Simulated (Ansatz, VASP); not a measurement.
# Ta3N5 in two plane-wave programs, part 2 of 2

Wanted: the spread between two codes on one cell, functional and k mesh.

VASP 6.6.1 and Ansatz 0.2.0.

So far: Starting point; Ansatz: band structure, r2SCAN.

**3. VASP: band structure, r2SCAN**

Level of this step: r2SCAN; plane waves and PAW (Ta_sv_GW, N_GW) (VASP).

The same cell, functional, mesh and smearing now go to VASP, with its own data sets and cutoff.

Lines of VASP's logs that name or quote its potential files are left out, and so is its time.

INCAR

```
SYSTEM = Ta3N5
PREC = Accurate
ENCUT = 450
EDIFF = 1E-08
NELM = 100
ISMEAR = 0
SIGMA = 0.01
LREAL = .FALSE.
ALGO = Normal
METAGGA = R2SCAN
LASPH = .TRUE.
NBANDS = 80
LORBIT = 11
LWAVE = .TRUE.
LCHARG = .FALSE.
KPAR = 2
```

POSCAR

```
Ta3N5
1.0
    1.9431000000     -5.1059000000      0.0000000000
    1.9431000000      5.1059000000      0.0000000000
    0.0000000000      0.0000000000     10.2624000000
Ta N
6 10
Direct
    0.8029000000      0.1971000000      0.2500000000
    0.1971000000      0.8029000000      0.7500000000
    0.8654500000      0.1345500000      0.5590600000
    0.1345500000      0.8654500000      0.0590600000
    0.1345500000      0.8654500000      0.4409400000
    0.8654500000      0.1345500000      0.9409400000
    0.2367800000      0.7632200000      0.2500000000
    0.7632200000      0.2367800000      0.7500000000
    0.9529900000      0.0470100000      0.1194900000
    0.0470100000      0.9529900000      0.6194900000
    0.0470100000      0.9529900000      0.8805100000
    0.9529900000      0.0470100000      0.3805100000
    0.6913800000      0.3086200000      0.0737800000
    0.3086200000      0.6913800000      0.5737800000
    0.3086200000      0.6913800000      0.9262200000
    0.6913800000      0.3086200000      0.4262200000
```

KPOINTS

```
Automatic mesh
0
Gamma
4 4 1
0 0 0
```

KPOINTS_OPT

```
Line mode
8
Line-mode
Reciprocal
  0.00000000   0.00000000   0.00000000 GAMMA
  0.28620643   0.28620643   0.00000000 X

  0.28620643   0.28620643   0.00000000 X
  0.00000000   0.50000000   0.00000000 S

  0.00000000   0.50000000   0.00000000 S
  0.00000000   0.50000000   0.50000000 R

  0.00000000   0.50000000   0.50000000 R
  0.28620643   0.28620643   0.50000000 A

  0.28620643   0.28620643   0.50000000 A
  0.00000000   0.00000000   0.50000000 Z

  0.00000000   0.00000000   0.50000000 Z
  0.00000000   0.00000000   0.00000000 GAMMA

  0.00000000   0.00000000   0.00000000 GAMMA
 -0.50000000   0.50000000   0.00000000 Y

 -0.50000000   0.50000000   0.00000000 Y
 -0.28620643   0.71379357   0.00000000 X1

 -0.28620643   0.71379357   0.00000000 X1
 -0.28620643   0.71379357   0.50000000 A1

 -0.28620643   0.71379357   0.50000000 A1
 -0.50000000   0.50000000   0.50000000 T

 -0.50000000   0.50000000   0.50000000 T
 -0.50000000   0.50000000   0.00000000 Y

  0.00000000   0.00000000   0.50000000 Z
 -0.50000000   0.50000000   0.50000000 T
```

Potentials, in the order of the species: Ta_sv_GW and N_GW (PBE family, release 64).

Launch:

```sh
mpirun -np 16 vasp_std
```

Numbers of over 12 decimals in the logs are rounded to 6 here.

Log:

```text
[banner, memory and clock lines left out]
running   16 mpi-ranks, on    1 nodes
 distrk:  each k-point on    8 cores,    2 groups
 distr:  one band on    1 cores,    8 groups

 POSCAR found type information on POSCAR TaN
 POSCAR found :  2 types and      16 ions
|                                                                             |
|           W    W    AA    RRRRR   N    N  II  N    N   GGGG   !!!           |
|           W    W   A  A   R    R  NN   N  II  NN   N  G    G  !!!           |
|           W    W  A    A  R    R  N N  N  II  N N  N  G       !!!           |
|           W WW W  AAAAAA  RRRRR   N  N N  II  N  N N  G  GGG   !            |
|           WW  WW  A    A  R   R   N   NN  II  N   NN  G    G                |
|           W    W  A    A  R    R  N    N  II  N    N   GGGG   !!!           |
|                                                                             |
|     For optimal performance we recommend to set                             |
|       NCORE = 2 up to number-of-cores-per-socket                            |
|     NCORE specifies how many cores store one orbital (NPAR=cpu/NCORE).      |
|     This setting can greatly improve the performance of VASP for DFT.       |
|     The default, NCORE=1 might be grossly inefficient on modern             |
|     multi-core architectures or massively parallel machines. Do your        |
|     Unfortunately you need to use the default for GW and RPA                |
|     calculations (for HF NCORE is supported but not extensively tested      |
|     yet).                                                                   |
|                                                                             |

|                                                                             |
|               ----> ADVICE to this user running VASP <----                  |
|                                                                             |
|     You enforced a specific xc type in the INCAR file but a different       |
|     [... a line on the potential file left out ...]
|     I HOPE YOU KNOW WHAT YOU ARE DOING!                                     |
|                                                                             |

 LDA part: xc-table for (None), standard interpolation
 POSCAR, INCAR and KPOINTS ok, starting setup
 FFT: planning ... GRIDC
 FFT: planning ... GRID_SOFT
 FFT: planning ... GRID
 WAVECAR not read
 entering main loop
       N       E                     dE             d eps       ncg     rms          rms(c)
DAV:   1     0.101367097129E+04    0.10137E+04   -0.72887E+04  1144   0.147E+03
DAV:   2    -0.384095614495E+03   -0.13978E+04   -0.13403E+04  1584   0.520E+02
DAV:   3    -0.502601634389E+03   -0.11851E+03   -0.11765E+03  1408   0.147E+02
DAV:   4    -0.506178011475E+03   -0.35764E+01   -0.35687E+01  1576   0.301E+01
DAV:   5    -0.506241746938E+03   -0.63735E-01   -0.63685E-01  1400   0.377E+00    0.827E+01
DAV:   6    -0.415463441069E+03    0.90778E+02   -0.18324E+02  1528   0.449E+01    0.792E+01
DAV:   7    -0.418145166372E+03   -0.26817E+01   -0.75671E+00  1408   0.108E+01    0.361E+01
DAV:   8    -0.418505119297E+03   -0.35995E+00   -0.88910E-01  1528   0.601E+00    0.138E+01
DAV:   9    -0.418589007027E+03   -0.83888E-01   -0.21779E-01  1568   0.243E+00    0.103E+00
DAV:  10    -0.418590536046E+03   -0.15290E-02   -0.15673E-02  1520   0.707E-01    0.501E-01
DAV:  11    -0.418591156813E+03   -0.62077E-03   -0.27833E-03  1352   0.216E-01    0.664E-01
DAV:  12    -0.418591185060E+03   -0.28247E-04   -0.23109E-04  1616   0.962E-02    0.423E-01
DAV:  13    -0.418591226605E+03   -0.41545E-04   -0.70899E-05  1368   0.359E-02    0.120E-01
DAV:  14    -0.418591222653E+03    0.39518E-05   -0.29294E-05  1576   0.256E-02    0.333E-02
DAV:  15    -0.418591223358E+03   -0.70489E-06   -0.26627E-06  1384   0.570E-03    0.270E-02
DAV:  16    -0.418591224506E+03   -0.11483E-05   -0.28607E-07  1504   0.251E-03    0.928E-03
DAV:  17    -0.418591225335E+03   -0.82892E-06   -0.11218E-07  1224   0.155E-03    0.525E-04
DAV:  18    -0.418591225308E+03    0.27405E-07   -0.10914E-08   848   0.704E-04    0.770E-04
DAV:  19    -0.418591225312E+03   -0.39254E-08   -0.11465E-08   792   0.414E-04
   1 F= -.41859123E+03 E0= -.41859123E+03  d E =0.000000E+00
 Start KPOINTS_OPT (optional k-point list driver)
k-point batch [1-7\96]
       N       E                     dE             ncg
DAV:   1    -0.217732866879E+04   -0.13680E+05     1168
DAV:   2    -0.117475674650E+05   -0.95702E+04     1584
DAV:   3    -0.125776777054E+05   -0.83011E+03     1464
DAV:   4    -0.126080993193E+05   -0.30422E+02     1616
[...]
DAV:  11    -0.126089174463E+05   -0.38675E-07     1000
DAV:  12    -0.126089174463E+05   -0.48749E-08      936
[...]
k-point batch [92-96\96]
       N       E                     dE             ncg
DAV:   1    -0.366329726301E+03   -0.10070E+05      824
DAV:   2    -0.728086915045E+04   -0.69145E+04     1096
DAV:   3    -0.790247527847E+04   -0.62161E+03     1056
DAV:   4    -0.792359917754E+04   -0.21124E+02     1096
DAV:   5    -0.792433601726E+04   -0.73684E+00     1064
DAV:   6    -0.792436072480E+04   -0.24708E-01     1144
DAV:   7    -0.792436165069E+04   -0.92589E-03     1056
DAV:   8    -0.792436170544E+04   -0.54752E-04     1144
DAV:   9    -0.792436170844E+04   -0.30041E-05      936
DAV:  10    -0.792436170864E+04   -0.20295E-06      880
DAV:  11    -0.792436170866E+04   -0.12735E-07      728
DAV:  12    -0.792436170866E+04   -0.27467E-09      648
 writing wavefunctions
```

OUTCAR, selected parts (step 3):

```text
ion  position               nearest neighbor table
   1  0.803  0.197  0.250-   9 2.04  12 2.04   7 2.06   7 2.06  16 2.14  13 2.14   6 3.24   3 3.24
                             4 3.25   4 3.25   5 3.25   5 3.25
   2  0.197  0.803  0.750-  10 2.04  11 2.04   8 2.06   8 2.06  15 2.14  14 2.14   5 3.24   4 3.24
                             3 3.25   3 3.25   6 3.25   6 3.25
   3  0.865  0.135  0.559-  10 1.96  14 2.03  14 2.03  12 2.04   8 2.22  16 2.24   5 3.00   1 3.24
                             2 3.25   2 3.25   5 3.29   5 3.29
   4  0.135  0.865  0.059-   9 1.96  13 2.03  13 2.03  11 2.04   7 2.22  15 2.24   6 3.00   2 3.24
                             1 3.25   1 3.25   6 3.29   6 3.29
   5  0.135  0.865  0.441-  12 1.96  16 2.03  16 2.03  10 2.04   7 2.22  14 2.24   3 3.00   2 3.24
                             1 3.25   1 3.25   3 3.29   3 3.29
   6  0.865  0.135  0.941-  11 1.96  15 2.03  15 2.03   9 2.04   8 2.22  13 2.24   4 3.00   1 3.24
                             2 3.25   2 3.25   4 3.29   4 3.29
   7  0.237  0.763  0.250-   1 2.06   1 2.06   5 2.22   4 2.22
   8  0.763  0.237  0.750-   2 2.06   2 2.06   6 2.22   3 2.22
   9  0.953  0.047  0.119-   4 1.96   1 2.04   6 2.04
  10  0.047  0.953  0.619-   3 1.96   2 2.04   5 2.04
  11  0.047  0.953  0.881-   6 1.96   2 2.04   4 2.04
  12  0.953  0.047  0.381-   5 1.96   1 2.04   3 2.04
  13  0.691  0.309  0.074-   4 2.03   4 2.03   1 2.14   6 2.24
  14  0.309  0.691  0.574-   3 2.03   3 2.03   2 2.14   5 2.24
  15  0.309  0.691  0.926-   6 2.03   6 2.03   2 2.14   4 2.24
  16  0.691  0.309  0.426-   5 2.03   5 2.03   1 2.14   3 2.24

  LATTYP: Found a base centered orthorhombic cell.
 ALAT       =     3.8862000000
 B/A-ratio  =     2.6277083012
 C/A-ratio  =     2.6407287324

 Subroutine GETGRP returns: Found  8 space group operations
 (whereof  4 operations were pure point group operations)

The static configuration has the point symmetry C_2h.
 The point group associated with its full space group is D_2h.

 Found      7 irreducible k-points:

   k-points           NKPTS =      7   k-points in BZ     NKDIM =      7   number of bands    NBANDS=     80

   dimension x,y,z NGX =    40 NGY =   40 NGZ =   72
   dimension x,y,z NGXF=    80 NGYF=   80 NGZF=  144

   ENCUT  =  450.0 eV  33.07 Ry    5.75 a.u.   9.45  9.45 17.75*2*pi/ulx,y,z

   NELECT =     128.0000    total number of electrons

 k-points in reciprocal lattice and weights: Automatic mesh
   0.00000000  0.00000000  0.00000000       0.062
   0.25000000 -0.00000000  0.00000000       0.250
   0.50000000 -0.00000000  0.00000000       0.125
   0.25000000  0.25000000  0.00000000       0.125
   0.50000000  0.25000000  0.00000000       0.250
  -0.25000000  0.25000000  0.00000000       0.125
   0.50000000  0.50000000  0.00000000       0.062

 average (electrostatic) potential at core
       1 -94.2177       2 -94.2177       3 -94.0481       4 -94.0481       5 -94.0481
       6 -94.0481       7 -62.9616       8 -62.9616       9 -62.6883      10 -62.6883
      11 -62.6883      12 -62.6883      13 -62.8892      14 -62.8892      15 -62.8892
      16 -62.8892

 E-fermi :   6.5555

 k-point     1 :       0.0000    0.0000    0.0000
  band No.  band energies     occupation
    ...
     60       5.3915      2.00000
     61       5.4921      2.00000
     62       5.7879      2.00000
     63       6.0297      2.00000
     64       6.3240      2.00000
     65       8.1435      0.00000
     66       8.4364      0.00000
     67       8.8229      0.00000
     68       9.1623      0.00000
     69       9.4799      0.00000
    ...

 k-point     2 :       0.2500   -0.0000    0.0000
  band No.  band energies     occupation
    ...
     60       5.3705      2.00000
     61       5.4059      2.00000
     62       5.5723      2.00000
     63       5.7103      2.00000
     64       6.2323      2.00000
     65       8.6482      0.00000
     66       9.2519      0.00000
     67       9.3966      0.00000
     68       9.5799      0.00000
     69       9.5930      0.00000
    ...

 k-point     3 :       0.5000   -0.0000    0.0000
  band No.  band energies     occupation
    ...
     60       4.8609      2.00000
     61       5.2406      2.00000
     62       5.2846      2.00000
     63       5.7610      2.00000
     64       5.9378      2.00000
     65       8.4485      0.00000
     66       8.4953      0.00000
     67       9.3318      0.00000
     68       9.6545      0.00000
     69       9.7407      0.00000
    ...

  Total       -2.7005878     -2.1621872     -0.5510651      0.0000000      0.0000000      0.0000000
  in kB      -21.2482173    -17.0120827     -4.3357784      0.0000000      0.0000000      0.0000000
  external PRESSURE =     -14.1986928 kB  Pullay stress =       0.0000000 kB

  energy-cutoff  :      450.00
  volume of cell :      203.63
      direct lattice vectors                 reciprocal lattice vectors
     1.943100000 -5.105900000  0.000000000     0.257320776 -0.097925929  0.000000000
     1.943100000  5.105900000  0.000000000     0.257320776  0.097925929  0.000000000
     0.000000000  0.000000000 10.262400000     0.000000000  0.000000000  0.097443093

 POSITION                                       TOTAL-FORCE (eV/Angst)
 -----------------------------------------------------------------------------------
      1.94310     -3.09315      2.56560         0.000000     -0.099331     -0.000000
      1.94310      3.09315      7.69680         0.000000      0.099331     -0.000000
      1.94310     -3.73190      5.73730         0.000000     -0.316023      0.244311
      1.94310      3.73190      0.60610         0.000000      0.316023      0.244311
      1.94310      3.73190      4.52510         0.000000      0.316023     -0.244311
      1.94310     -3.73190      9.65630         0.000000     -0.316023     -0.244311
      1.94310      2.68795      2.56560         0.000000     -0.105570     -0.000000
      1.94310     -2.68795      7.69680         0.000000      0.105570     -0.000000
      1.94310     -4.62584      1.22625         0.000000     -0.095547     -0.227485
      1.94310      4.62584      6.35745         0.000000      0.095547     -0.227485
      1.94310      4.62584      9.03615         0.000000      0.095547      0.227485
      1.94310     -4.62584      3.90495         0.000000     -0.095547      0.227485
      1.94310     -1.95433      0.75716         0.000000     -0.060732     -0.045198
      1.94310      1.95433      5.88836         0.000000      0.060732     -0.045198
      1.94310      1.95433      9.50524         0.000000      0.060732      0.045198
      1.94310     -1.95433      4.37404         0.000000     -0.060732      0.045198
 -----------------------------------------------------------------------------------
    total drift:                                0.000000     -0.000000     -0.000000

  FREE ENERGIE OF THE ION-ELECTRON SYSTEM (eV)
  ---------------------------------------------------
  free  energy   TOTEN  =      -418.5912253117 eV

  energy  without entropy=     -418.5912253117  energy(sigma->0) =     -418.59122531

 total charge
# of ion       s       p       d       f       tot
--------------------------------------------------
    1        2.903   6.091   2.067   0.180  11.242
    2        2.903   6.091   2.067   0.180  11.242
    3        2.919   6.092   2.108   0.182  11.300
    4        2.919   6.092   2.108   0.182  11.300
    5        2.919   6.092   2.108   0.182  11.300
    6        2.919   6.092   2.108   0.182  11.300
    7        1.226   2.495   0.000   0.000   3.721
    8        1.226   2.495   0.000   0.000   3.721
    9        1.245   2.491   0.000   0.000   3.736
   10        1.245   2.491   0.000   0.000   3.736
   11        1.245   2.491   0.000   0.000   3.736
   12        1.245   2.491   0.000   0.000   3.736
   13        1.232   2.522   0.000   0.000   3.754
   14        1.232   2.522   0.000   0.000   3.754
   15        1.232   2.522   0.000   0.000   3.754
   16        1.232   2.522   0.000   0.000   3.754
--------------------------------------------------
tot         29.840  61.594  12.565   1.088 105.088

[... 3 further parts left out ...]
```

The run ends at a pressure of -1.42 GPa, with forces up to 0.40 eV/Å.

**4. Comparison**

Known differences besides the PAW data sets themselves: VASP keeps PBE cores, Ansatz makes them for the functional; the cutoff is 500 eV in Ansatz and 450 eV in VASP. Total energies have different zeros and are not compared.

The two programs side by side:

```tsv
quantity	Ansatz	VASP	difference
gap over the path points (eV)	1.543	1.543	0.000
```

Forces on 10 of the 16 atoms, picked by the larger force of the two programs (eV/Å; atoms numbered as in POSCAR):

```tsv
atom	Ansatz x, y, z	VASP x, y, z
Ta3	0.000, -0.363, 0.238	0.000, -0.316, 0.244
Ta4	0.000, 0.363, 0.238	0.000, 0.316, 0.244
Ta5	0.000, 0.363, -0.238	0.000, 0.316, -0.244
Ta6	0.000, -0.363, -0.238	0.000, -0.316, -0.244
N7	0.000, -0.113, 0.000	0.000, -0.106, 0.000
N8	0.000, 0.113, 0.000	0.000, 0.106, 0.000
N9	0.000, -0.121, -0.251	0.000, -0.096, -0.227
N10	0.000, 0.121, -0.251	0.000, 0.096, -0.227
N11	0.000, 0.121, 0.251	0.000, 0.096, 0.227
N12	0.000, -0.121, 0.251	0.000, -0.096, 0.227
```

Levels at points of the path, from each program's valence-band top (eV; 4 filled, then empty):

```tsv
k (reciprocal lattice)	Ansatz	VASP
0.000 0.000 0.000	-0.88 -0.58 -0.34 -0.04 1.78 2.07 2.46	-0.88 -0.58 -0.34 -0.04 1.78 2.07 2.46
0.123 0.123 0.000	-0.96 -0.67 -0.64 0.00 2.17 2.76 3.16	-0.96 -0.67 -0.64 0.00 2.17 2.76 3.16
0.245 0.245 0.000	-1.30 -1.09 -0.88 -0.39 2.07 2.49 2.71	-1.30 -1.09 -0.88 -0.39 2.07 2.49 2.71
0.245 0.317 0.000	-1.40 -1.11 -0.89 -0.52 2.15 2.59 2.70	-1.40 -1.11 -0.89 -0.52 2.15 2.59 2.70
0.082 0.439 0.000	-1.16 -0.99 -0.61 -0.54 2.10 2.20 2.88	-1.16 -0.99 -0.61 -0.54 2.10 2.20 2.88
0.000 0.500 0.000	-1.13 -1.08 -0.61 -0.43 2.08 2.13 2.96	-1.13 -1.08 -0.61 -0.43 2.08 2.13 2.96
0.000 0.500 0.214	-1.00 -0.94 -0.61 -0.46 2.17 2.19 2.99	-1.00 -0.94 -0.61 -0.46 2.17 2.19 2.99
0.000 0.500 0.429	-0.82 -0.81 -0.58 -0.53 2.27 2.28 3.01	-0.82 -0.81 -0.58 -0.53 2.27 2.28 3.01
0.082 0.439 0.500	-0.88 -0.88 -0.60 -0.60 2.35 2.35 3.01	-0.88 -0.88 -0.61 -0.61 2.35 2.35 3.01
0.204 0.347 0.500	-1.15 -1.15 -0.86 -0.86 2.59 2.59 3.01	-1.15 -1.15 -0.86 -0.86 2.59 2.59 3.01
```

The forces differ by 17 meV/Å r.m.s., which is 12.2 % of the r.m.s. force of 0.14 eV/Å (both taken over all components). Among the levels compared (up to four filled and three empty ones at each point), filled levels agree within 3 meV and empty ones within 2 meV.

**5. Further runs**

The difference is large enough to ask for its cause, so further runs change the set-up of one program at a time, as the table lists.

```tsv
run	r.m.s. force difference (meV/Å)
as above	17
cores kept as stored, as VASP does	19
Ansatz's larger PAW set (cutoff 900 eV)	17
```

**6. Results**

```json
{"r.m.s. force difference (band structure, r2SCAN)": "17 meV/Å"}
```

**Reading.** The r.m.s. force difference is 17 meV/Å (band structure, r2SCAN), beyond the 12 meV/Å picked in this series as the mark of a large difference. For band structure, r2SCAN: no further run halves the r.m.s. force difference; only Ansatz's side was varied. 1 further run on this material is not shown. Differences of this kind measure data sets and numerical settings, not the functional's error against experiment.

[Lines on the potential files, build, host, timing and source positions are cut from VASP's logs without a mark.]

[Logs are printed without paths, hosts, clocks, repeated set-up lines and the standing remarks that a program may print on its own settings, such as how far it seeks lower states.]

[Hosts, paths, dates, database ids (printed as entryN), source tags and the programs' standing remarks are cut or masked in the printed files.]
